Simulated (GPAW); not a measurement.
Runs of GPAW 26.7.0 on TaN. It takes space group Fm-3m (No. 225, cubic). The conventional cell has a = 4.423 Å, b = 4.423 Å, c = 4.423 Å, α = 90.00°, β = 90.00°, γ = 90.00°. Ta (site symmetry m-3m) has 6 N at 2.21 Å as nearest neighbours. Around N (site symmetry m-3m) lie 6 Ta at 2.21 Å. The cell comes from a database or a generator and needn't be the stable form of this composition.

```csv
level,gap on the mesh (eV),pressure (GPa),relaxed volume (Å³/atom)
PBEsol+D3(BJ)+ATM,none,0.0,10.30
PBEsol+D4,none,0.0,10.37
PBEsol,none,0.3,(a)
PBEsol+D3(BJ),none,0.0,(b)
PBEsol+D3,none,0.0,10.29
```

Alike in all rows: task relaxation of cell and atoms; potentials or basis PAW data sets generated in the run's folder for this functional, pw; no spin polarisation; cell relaxed; k mesh 10 × 10 × 10; cutoff (eV) 800; smearing fermi-dirac 0.05 eV.

**Question.** Estimate the missing entries.

**Answer.** (a) 10.45; (b) 10.25.

Caveats: later steps reuse the first step's grids; pairwise dispersion overbinds metals, which lowers pressure and volume (some runs).

A k mesh can miss the band edges, and the runs leave out spin-orbit coupling on Ta.

A gap of «none» marks a metal or a gap under the smearing width.

Runs at the PBE level aren't shown here.
